**Notebook page: the bulk modulus of tungsten in ten calculations**

The bulk modulus K says how hard a solid resists being squeezed from all sides: it is the pressure needed per relative loss of volume. A calculation finds it from the energy of the crystal at several volumes. The lowest point of that energy curve marks the rest volume, where the pressure is zero, and the curvature there gives the modulus.

Bulk modulus of bcc tungsten from Kohn-Sham DFT in ABINIT 10.8.3 and Quantum ESPRESSO 7.5, without spin polarization and with 0.05 eV Fermi-Dirac smearing, fitted to energies at seven volumes from 14.90 to 16.80 Å³/atom. The measured polycrystalline value is 307 GPa, from surface Brillouin spectroscopy with the literature value as upper bound in the fit (arXiv:1710.07581).

```csv
program,functional,how the value is got,potentials or basis,wave cutoff (eV),k-mesh,computed bulk modulus (GPa),"computed over measured, less one (%)"
ABINIT 10.8.3 (1),PBE,"fit, rest volume 16.15 Å³/atom",PseudoDojo NC SR PBE v0.4.1 standard,1007,12x12x12,301.3,-1.9
ABINIT 10.8.3 (2),RPBE+D4,"fit, rest volume 15.76 Å³/atom",JTH PAW PBE v2.0,408,12x12x12,315.4,2.7
ABINIT 10.8.3 (3),PBEsol,"fit, rest volume 15.71 Å³/atom",PseudoDojo NC SR PBEsol v0.4 stringent,1007,12x12x12,316.9,3.2
ABINIT 10.8.3 (4),revPBE+D4,"fit, rest volume 15.80 Å³/atom",JTH PAW PBE v2.0,408,12x12x12,317.2,3.3
Quantum ESPRESSO 7.5,PBEsol with spin-orbit coupling,"fit, rest volume 15.77 Å³/atom",PseudoDojo 0.4 FR PBEsol standard,1007,12x12x12,317.5,3.4
ABINIT 10.8.3 (5),PBE+D3,"fit, rest volume 15.78 Å³/atom",JTH PAW PBE v2.0,408,12x12x12,319.1,3.9
ABINIT 10.8.3 (6),revPBE+D3(BJ),"fit, rest volume 15.65 Å³/atom",JTH PAW PBE v2.0,408,12x12x12,321.1,4.6
ABINIT 10.8.3 (7),SOGGA,"fit, rest volume 15.66 Å³/atom",JTH PAW PBE v2.0,435,12x12x12,326.8,6.4
ABINIT 10.8.3 (8),LDA,"fit, rest volume 15.36 Å³/atom",PseudoDojo NC SR LDA v0.4.1 standard,952,12x12x12,327.5,6.7
ABINIT 10.8.3 (9),BP86+D3,"fit, rest volume 15.39 Å³/atom",JTH PAW PBE v2.0,435,12x12x12,338.6,10.3
```

**1. How far apart are the results, and which are the extremes?**

PBE gives the softest tungsten, 301 GPa, and BP86+D3 the stiffest, 339 GPa. The gap of 37 GPa is about 12% of the measured value. Only PBE falls below the measurement; the other nine rows lie above it.

**2. What do the stiff rows have in common?**

They have small rest volumes. PBE comes to rest at 16.15 Å³ per atom, whereas LDA and BP86+D3 settle near 15.4 Å³. The other seven rows lie between these ends in volume, and in modulus they lie between PBE and LDA.

The physical reason is simple. When atoms are pushed together, the repulsion between their electron clouds grows faster and faster, so each further step of compression needs a larger rise in pressure than the last. A functional that lets the crystal settle at a smaller volume therefore reads the stiffness where the pressure climbs more steeply.

**3. What would change if every functional had to use the same cell?**

The stiffening can be put into a short formula. Let B₀ be the modulus at the rest volume V₀, and let B₀′ be the rise of the modulus per unit of pressure, close to 4 in most of these rows. A relative loss of volume raises the pressure by B times that loss, and so raises B itself by B₀′ times the same relative amount. If B₀′ is taken as constant, a fair approximation for small changes of volume, adding up small steps gives B(V) = B₀ (V₀/V)^B₀′.

Take LDA as the worked case, moved from its rest volume (15.35 Å³ in the printed analysis, rounded up to 15.36 in the table) to a shared cell of 15.85 Å³, the database cell from which all ten runs started. With B₀′ = 3.9, the factor is (15.35/15.85)^3.9 ≈ 0.882, and 327.5 × 0.882 ≈ 289 GPa. The curvature taken directly from three computed energies around the shared cell also gives 289 GPa. Since both routes use energies of the same run, their agreement tests the formula and not the functional.

PBE moves the other way, because the shared cell is smaller than its own rest volume: it rises from 301 to 324 GPa. So PBE, the softest row at rest, becomes the stiffest on the shared cell, and LDA becomes the softest. Forcing a common cell doesn't bring the functionals together. It turns the order of PBE and LDA round.

**4. Why doesn't rest volume alone fix the modulus?**

Two limiting cases help. Suppose first that two functionals differed only by a constant extra pressure. Their energy curves would have the same curvature at every volume, and the moduli at rest would all lie on one common curve. Suppose instead that one functional simply multiplied all energy changes by a constant: the rest volume would stay put and only the stiffness would change.

The tungsten rows fit neither limit alone. The PBE curve, read at the rest volume of LDA, predicts 366 GPa, well above the 327 GPa that LDA gives. It overshoots in the other eight rows too. Whatever shrinks the crystal in those rows, be it the functional, the dispersion term or in part the potentials, goes along with a softer crystal at a given volume.

For LDA, theory suggests what this is. Compared with PBE, LDA adds an attraction that pulls the atoms together. Once the atoms are far apart, the energy difference between the two functionals no longer depends on distance, so this extra pull must fade. A pull that weakens as the crystal expands bends the energy curve downwards and lowers its curvature. The energies of the two runs show this fading directly: with each equal step of expansion, the LDA energy minus the PBE energy rises by less than in the step before, over the whole range of volumes computed. That is the same fact as the lower curvature; the limit of distant atoms is the argument for why it should be so.

**5. What rule of thumb follows for a neighbouring functional?**

A power law fitted to all ten rows gives a modulus that varies roughly as the inverse square of the rest volume. From one functional to another, a rest volume smaller by 1% thus goes with a modulus larger by about 2%. Within a single functional, compressing the crystal by 1% raises the modulus by nearly 4%. The difference between the two rates is the softening described above.

The rule typically misses by about 4 GPa, as the printed analysis below shows, and its slope leans on the three rows at the ends of the volume range. The slope is also an average over two families of potentials. From PBE to LDA, both with PseudoDojo potentials, 4.9% less volume goes with 8.7% more modulus; from PBE+D3 to BP86+D3, both with the JTH set, 2.5% less volume goes with 6.1% more. BP86+D3 and LDA mark the limit of the rule. Their rest volumes are nearly equal, yet their moduli differ by 11 GPa. The functional, the dispersion term and the potentials all change between these two rows, so the table can't say which of them makes the difference.

**6. What does a dispersion correction do here?**

PBE+D3 has a rest volume 2.3% smaller than PBE and a modulus 18 GPa larger. On the shared cell, however, PBE+D3 is the softer of the two, at 314 against 324 GPa. This is the pattern of question 4 again, and its sign fits a dispersion attraction that fades with distance, though the rows without dispersion show the same sign.

The comparison is not clean, because the two rows also use different potentials and wave cutoffs. Taken at face value, the correction helps one quantity and harms the other. PBE+D3 rests 0.4% below the database cell, while PBE rests 1.9% above it, but the modulus moves from 1.9% below the measured value to 3.9% above it.

**7. Which digits can be trusted, and which functional is best?**

The decimals don't rank the functionals. The two D4 rows have energies that scatter about a smooth curve, and curvature magnifies such scatter. For revPBE+D4, three neighbouring energies give 274 GPa on the shared cell, while the fit through all the computed volumes leads to 314 GPa. In the rows without D4, the two routes agree within 3 GPa.

Two of the five rows between 315 and 319 GPa are these noisy ones, and the other three differ in program, potentials or cutoff, so the order within this group is open. Neither the k-mesh nor the cutoff was varied with all else fixed, and the PAW set made for PBE also serves RPBE, revPBE, SOGGA and BP86, so the table doesn't measure the errors from these settings. The same care applies to spin-orbit coupling: the PBEsol rows with and without it differ by only 0.6 GPa, and they also come from different programs and potentials. That gap can't be read as the size of the spin-orbit effect.

The measured side has its own margin. The listed 307 GPa is a single value whose fit was bounded from above. Against it, PBE is the closest row, 1.9% too low. It gets there at a rest volume 1.9% larger than the database cell; on that cell it is 5.5% too high. If the true value were 1% higher, about 310 GPa, PBE would be 2.8% too low and PBEsol, at 2.2% too high, would be closer; so would RPBE+D4 at 1.7%, though it is one of the two noisy rows. A change of 1% in the reference is enough to change the winner.

Temperature matters as well. The calculations describe atoms at rest, whereas the measured crystal is warm, and warming normally softens a metal. A fair static reference would thus lie somewhat above the measured value, which would count against PBE and in favour of the rows above it.

For practical use, all ten rows come within about 10% of the measurement, and seven come within 5%. A computed modulus should always be quoted with the volume it belongs to. For LDA, the choice between its own rest volume and the shared cell shifts the answer by 327 − 289 = 38 GPa, as much as the whole spread among the functionals at rest.

Numerical output:

```
moduli in GPa, volumes in A^3 per atom:
                   row  rest_volume  at_rest_volume  at_shared_cell  shared_cell_from_3_energies  PBE_curve_at_this_rest_volume
     ABINIT 10.8.3 (1)        16.15           301.3           324.1                          324                          301.3
     ABINIT 10.8.3 (2)        15.76           315.4           309.5                        313.9                          331.2
     ABINIT 10.8.3 (3)        15.71           316.9           306.5                        306.8                          335.1
     ABINIT 10.8.3 (4)        15.81           317.2           313.6                          274                          327.4
  Quantum ESPRESSO 7.5        15.77           317.5           311.7                        312.7                          330.1
     ABINIT 10.8.3 (5)        15.78           319.1             314                        314.9                          329.2
     ABINIT 10.8.3 (6)        15.65           321.1           305.8                        306.8                          339.9
     ABINIT 10.8.3 (7)        15.66           326.8           312.6                        309.6                          339.3
     ABINIT 10.8.3 (8)        15.35           327.5           289.2                        288.9                          365.6
     ABINIT 10.8.3 (9)        15.39           338.6             303                          301                          362.2
fit of log(y) on 10 rows: constant 5.75 +/- 0.0047, coefficient of x -1.969 +/- 0.29; rms 0.011, worst ABINIT 10.8.3 (8) 0.0209, leave-one-out rms 0.0155
rms miss of fitted power law, GPa: 3.603
rms miss of the PBE curve on the other nine rows, GPa: 19.6
largest less smallest modulus at rest volumes, GPa: 37.3
the same on the shared cell without D4 rows, GPa: 34.86
LDA less PBE at own rest volumes, GPa: 26.2
LDA less PBE on the shared cell, GPa: -34.86
part of LDA less PBE from moving to own rest volumes, GPa: 61.06
PBE on shared cell over measured less one, %: 5.535
LDA on shared cell over measured less one, %: -5.819
PBE+D3 less PBE (potentials differ too), GPa: 17.8
PBE+D3 rest volume against PBE, %: -2.295
BP86+D3 less LDA, GPa: 11.1
PBEsol with spin-orbit less PBEsol without (program differs too), GPa: 0.6
revPBE+D4 shared-cell modulus, formula less 3 energies, GPa: 39.59
largest such gap without D4 rows, GPa: 2.955
PBE error against a rough 310 GPa, %: -2.806
RPBE+D4 error against a rough 310 GPa, %: 1.742
```
